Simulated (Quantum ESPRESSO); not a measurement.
The system is HfC.

```xyz
2
Lattice="0.0000 2.3250 2.3250 2.3250 0.0000 2.3250 2.3250 2.3250 0.0000" Properties=species:S:1:pos:R:3 pbc="T T T"
Hf    2.3250    2.3250    2.3250
C     0.0000    0.0000    0.0000
```

Base run:

```yaml
Program: Quantum ESPRESSO 7.5
Functional: PBE
Potentials_or_basis: SSSP 1.3 efficiency PBE
Cutoff: 816 eV
Density_cutoff: 5987 eV
k_mesh: 10 × 10 × 10
Occupations: fermi-dirac, width 0.05 eV
Spin: no spin polarisation
Hubbard_terms: Hf d U = 2 eV
```

Its results: band gap on the k mesh none (metal or under the smearing width); pressure 3.6 GPa.

Problem. After a change of settings the same cell gave: band gap on the k mesh none (metal or under the smearing width); pressure 7.1 GPa. Which change was it?
A. potentials or basis from SSSP 1.3 efficiency PBE to PseudoDojo 0.4.1 SR PBE standard; cutoff from 816 eV to 1116 eV; density cutoff from 5987 eV to 4463 eV; hubbard terms from Hf d U = 2 eV to none; hubbard projectors from ortho-atomic to none
B. hubbard terms from Hf d U = 2 eV to Hf d U = 1 eV
C. hubbard terms from Hf d U = 2 eV to Hf d U = 4 eV
D. potentials or basis from SSSP 1.3 efficiency PBE to SG15 PBE 1.2; cutoff from 816 eV to 1197 eV; density cutoff from 5987 eV to 4789 eV; hubbard terms from Hf d U = 2 eV to none; hubbard projectors from ortho-atomic to none; valence electrons from 16 to 30

Solution. C.

Caveats: U without spin polarisation on a metal has little footing; the U is typed as a test and isn't derived for this compound.
